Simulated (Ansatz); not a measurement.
Cu Kα1 powder pattern (kinematic, no thermal factors).
```csv
2θ (°),relative intensity
36.42,53
37.30,100
52.46,19
55.07,8
66.12,36
67.83,16
77.37,5
79.52,10
88.66,7
89.19,7
```

The pattern is computed from a structure relaxed with DFT PBE, scalar-relativistic, plane waves, PAW (Ansatz 0.2.0). No spin polarisation. Its elements are Li.

Problem. Give the structure.

Solution. Li.
Space group I4/mmm (No. 139). a = 3.486 Å, b = 3.486 Å, c = 3.333 Å, α = 90.00°, β = 90.00°, γ = 90.00°
```csv
atom,site,symmetry,x,y,z
Li,2b,4/mmm,0.0000,0.0000,0.5000
```

A pattern alone doesn't exclude other cells with like lines; this is the one computed.

The cell was found from a structure generator's guess, not taken from experiment.
